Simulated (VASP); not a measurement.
Input of a VASP 6.6.1 run:

The input INCAR:

```
SYSTEM = ZnCu2SnSe4
  PREC = Accurate
  ENCUT = 520
  EDIFF = 1E-6
  ISMEAR = 0
  SIGMA = 0.01
  LREAL = .False.
  LASPH = .True.
  NELM = 100
  ALGO = Fast
  ISIF = 2
  LWAVE = .False.
  LCHARG = .True.
  GGA = PE
  LELF = .True.
  LVHAR = .True.
  NBANDS = 46
```

Contents of KPOINTS:

```
regular mesh
0
Gamma
  5 5 5
  0 0 0
```

Contents of POSCAR:

```
ZnCu2SnSe4
1.0
   -2.8856370000      2.8856370000      5.7398310000
    2.8856370000     -2.8856370000      5.7398310000
    2.8856370000      2.8856370000     -5.7398310000
Zn Cu Sn Se
1 2 1 4
Direct
    0.7500000000      0.2500000000      0.5000000000
    0.2500000000      0.7500000000      0.5000000000
    0.0000000000      0.0000000000      0.0000000000
    0.5000000000      0.5000000000      0.0000000000
    0.6297540000      0.6365340000      0.5262470000
    0.1102870000      0.1035070000      0.4737530000
    0.8964930000      0.3702460000      0.0067800000
    0.3634660000      0.8897130000      0.9932200000
```

Potentials or basis: VASP PAW PBE potentials, release 64 (Zn, Cu, Sn_d, Se).

Run with:

```bash
$ cat potpaw_PBE.64/Zn/POTCAR potpaw_PBE.64/Cu/POTCAR potpaw_PBE.64/Sn_d/POTCAR potpaw_PBE.64/Se/POTCAR > POTCAR
$ mpirun -np 1 vasp_std > vasp.out
```

Estimate the band gap on the k mesh.

0.05 eV, direct.

Predict the pressure.

0.2 GPa.

Stress tensor (GPa, compression positive):
```
0.21 0.00 0.00
0.00 0.21 0.00
0.00 0.00 0.31
```

Caveat: spin-orbit coupling is left out, which moves the levels of the heavy elements; an odd mesh through Γ misses points on the zone boundary, where band edges often lie.
